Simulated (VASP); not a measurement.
# AlN: relaxation of cell and atoms with PBE+D3(BJ)

AlN:

```
Al N
1.0
     3.11300    0.00000    0.00000
    -1.55650    2.69594    0.00000
     0.00000    0.00000    4.98100
Al N
2 2
Direct
  0.33333 0.66667 0.00000
  0.66667 0.33333 0.50000
  0.33333 0.66667 0.38000
  0.66667 0.33333 0.88000
```

```yaml
Program: VASP 6.6.1
Task: relaxation of cell and atoms
Functional: PBE
Dispersion: D3(BJ)
Potentials_or_basis: VASP PAW PBE potentials, release 64 (Al, N)
Cutoff: 600 eV
k_mesh: 6 × 6 × 4
Occupations: gaussian, width 0.01 eV
Spin: no spin polarisation
Dipole_correction: no
Further_INCAR_settings: ALGO = Normal; EDIFF = 1e-06; IBRION = 2; EDIFFG = -0.03; NSW = 80; ISIF = 3
```

The relaxed volume is 10.40 Å³/atom, the relaxed cell is a = 3.105 Å, b = 3.105 Å, c = 4.983 Å, α = 90.00°, β = 90.00°, γ = 120.00° and the space group after relaxing (to 0.05 Å) is P6_3mc (No. 186). The energy gained by relaxing is 0.4 meV/atom, the ionic steps are 3 and the pressure after relaxing is 0.0 GPa. The largest force after relaxing is 0.012 eV/Å and the band gap on the k mesh is 4.25 eV, direct. The dispersion energy per atom is -0.270 eV.

Forces on the atoms (eV/Å):
```
Al   0.000  0.000 -0.012
Al   0.000  0.000 -0.012
N    0.000  0.000  0.012
N    0.000  0.000  0.012
```

Stress tensor (GPa, compression positive):
```
 0.11  0.00  0.00
 0.00  0.11  0.00
 0.00  0.00 -0.34
```

Step by step:
```
step  energy change (eV)  largest force (eV/Å)  pressure (GPa)  volume (Å³)
   1              0.0000                0.1293           -0.91        41.80
   2             -0.0003                0.0919            0.84        41.45
   3             -0.0018                0.0124           -0.04        41.61
```

Final structure:
```
Al N
1.0
     3.10547    0.00000    0.00000
    -1.55273    2.68941    0.00000
     0.00000    0.00000    4.98270
Al N
2 2
Direct
  0.33333 0.66667 0.99934
  0.66667 0.33333 0.49934
  0.33333 0.66667 0.38066
  0.66667 0.33333 0.88066
```

Levels at points of the mesh, in eV from the valence-band top:
```tsv
k point	band 6	band 7	band 8	band 9	band 10	band 11
(0.00, 0.00, 0.00)	-0.20	-0.20	0.00	4.25	6.72	10.64
(0.50, 0.00, 0.00)	-2.07	-1.77	-0.68	5.81	5.85	8.23
(0.00, 0.00, 0.50)	-0.53	-0.53	-0.53	6.52	6.52	10.35
(0.50, 0.00, 0.50)	-1.45	-1.36	-1.36	5.33	5.33	9.29
```

It took 28 s on 1 thread of AMD EPYC 7R13 Processor (Zen 3) (shared host), peak memory 0.16 GiB.

Expect the measured gap to be larger: semilocal functionals such as PBE lack the derivative discontinuity.
